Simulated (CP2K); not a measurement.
Rb, 1 atom in the cell. It takes space group Fm-3m (No. 225, cubic). The conventional cell has a = 7.280 Å, b = 7.280 Å, c = 7.280 Å, α = 90.00°, β = 90.00°, γ = 90.00°. This isn't the form of Rb at room conditions, which is bcc.

* Program: CP2K 2026.2
* Task: single point
* Functional: PBEsol
* Potentials or basis: POTENTIAL_UZH Rb GTH-PBE-q9; TZVP-MOLOPT-PBE-GTH basis
* Density cutoff: 6123 eV
* k mesh: 6 × 6 × 6
* Occupations: gaussian, width 0.05 eV
* Spin: no spin polarisation
* SCF solver: diagonalisation with k points
* Quickstep method: GPW
* EPS_DEFAULT: 1.0E-10
* EPS_SCF: 1.0E-6
* MAX_SCF: 100
* SCF_GUESS: ATOMIC
* k points reduced by the point group: yes
* Mesh centred on Gamma: yes
* CHOLESKY: OFF
* EPS_EIGVAL: 1.0E-7
* MIXING METHOD: BROYDEN_MIXING
* MIXING ALPHA: 0.4
* NBUFFER: 8
* NGRIDS: 4
* Basis sets: Rb TZVP-MOLOPT-PBE-GTH-q9
* Potentials: Rb GTH-PBE-q9 of POTENTIAL_UZH
* ADDED_MOS: [8]
* REL_CUTOFF (Ry): 60 Ry
* MIXING BETA (1/bohr): 1.5 1/bohr
* CUTOFF of the grids: 450 Ry

Potentials or basis: POTENTIAL_UZH Rb GTH-PBE-q9; TZVP-MOLOPT-PBE-GTH basis.

Command:

```bash
$ OMP_NUM_THREADS=1 cp2k.psmp -i rb_scf.inp -o rb_scf.out
```

Hardware: 1 thread of Arm Neoverse V1, with other jobs on the host.

How long does it take, and how much memory?

Wall time 23 s on 1 thread of Arm Neoverse V1, with other jobs on the host, peak memory 0.39 GiB. Counts: scf iterations 12, k points 16, basis 18, bands 13, force evaluations 1.
